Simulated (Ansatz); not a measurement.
## Bond compression in Lu (diamond type)

```xyz
2
Lattice="0.0000 3.3160 3.3160 3.3160 0.0000 3.3160 3.3160 3.3160 0.0000" Properties=species:S:1:pos:R:3 pbc="T T T"
Lu   -0.8290   -0.8290   -0.8290
Lu    0.8290    0.8290    0.8290
```

This is a prototype cell at a chosen volume, and whether it is the ground state is a separate question.

Its shortest bond, of 2.872 Å between atom 1 (Lu) and the nearest image of atom 2 (Lu), is scaled by moving both atoms along it, with the cell held. The force apart is half the difference of the two atoms' forces along the bond; it holds the pull and push of their other neighbours too.

Computed with Ansatz 0.2.0; functional PBE, scalar-relativistic. Settings: a Γ-centred 8×8×8 k mesh, Fermi–Dirac smearing of 0.05 eV, no spin polarisation. Methods: LAPW: all electrons, basis error target 1 meV/atom; PAW: frozen-core files, cutoff 420 eV.

Energies are extrapolated to zero smearing and count from the unscaled cell; pressure is positive in compression; gaps take the mesh and a band path. No temperature or zero-point motion is included.

Spin–orbit coupling is left out, which matters for the heavy atoms.

| bond (Å) | force apart (eV/Å) | P LAPW (GPa) | ΔE LAPW (eV/atom) | P PAW − LAPW (GPa) | ΔE PAW − LAPW (meV/atom) | force PAW − LAPW (eV/Å) |
| --- | --- | --- | --- | --- | --- | --- |
| 2.872 | 0.00 | ? | 0.000 | 0.00 | 0.0 | 0.000 |
| 2.527 | 2.10 | 4.84 | 0.150 | -0.01 | 0.0 | 0.002 |
| 2.355 | 3.99 | 5.53 | ? | 0.00 | 0.4 | 0.008 |
| 2.183 | 7.11 | 8.37 | 0.875 | 0.05 | 2.0 | 0.041 |

**Question.** Give the missing entry: row "2.872", column "P LAPW (GPa)".

**Answer.** 4.44.

**Question.** Give the missing entry: row "2.355", column "ΔE LAPW (eV/atom)".

**Answer.** 0.409.

**Question.** How do the Löwdin populations by LAPW change from the unscaled cell to the last row, on the two atoms of the bond?

**Answer.** Lu1 6s 0.95 → 0.88, Lu1 5p 5.94 → 5.90, Lu1 5d 2.17 → 2.29, Lu2 6s 0.95 → 0.88, Lu2 5p 5.94 → 5.90, Lu2 5d 2.17 → 2.29 electrons an atom. These are projections on the shells that the free atoms fill; 0.05 e a cell lies outside them at the start and 0.10 e at the end.
